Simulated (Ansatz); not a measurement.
A run of Ansatz 0.2.0:

Contents of input.yaml:

```yaml
crystal:
  lattice:
    - [3.232, 0.0, 0.0]
    - [-1.616, 2.798994105, 0.0]
    - [0.0, 0.0, 5.147]
  atoms:
    - { symbol: Zr, position: [0.6666666667, 0.3333333333, 0.75] }
    - { symbol: Zr, position: [0.3333333333, 0.6666666667, 0.25] }
kpoints:
  mp_grid: { grid: [9, 9, 5] }
  band_path:
    path:
      - [0.0, 0.0, 0.0]
      - [0.5, 0.0, 0.0]
      - [0.3333333333, 0.3333333333, 0.0]
      - [0.0, 0.0, 0.0]
      - [0.0, 0.0, 0.5]
      - [0.5, 0.0, 0.5]
      - [0.3333333333, 0.3333333333, 0.5]
      - [0.0, 0.0, 0.5]
    npoints: 6
scf:
  occupations: { method: fermi_dirac, width: 0.05 }
hamiltonian:
  xc: pbe
  pseudopotentials:
    kind: all_electron
    lapw: { basis_error: 0.001 }
    relativity: none
output:
  forces: true
  stress: true
  eigenvalues: true
```

Potentials or basis: all-electron LAPW, non-relativistic.

Run with:

```console
$ ansatz run input.yaml --threads 1 --pin off --max-ram 3072MiB --backend cpu --events-out ev --progress --plain --runs-dir out
```

Hardware: 1 thread of Arm Neoverse V2 (shared host).

Problem. Estimate the wall time of this run.

Solution. Wall time 8.9 s on 1 thread of Arm Neoverse V2, with other jobs on the host, peak memory 0.28 GiB. Counts: scf iterations 8, plane waves 251, k points 36, bands 27.
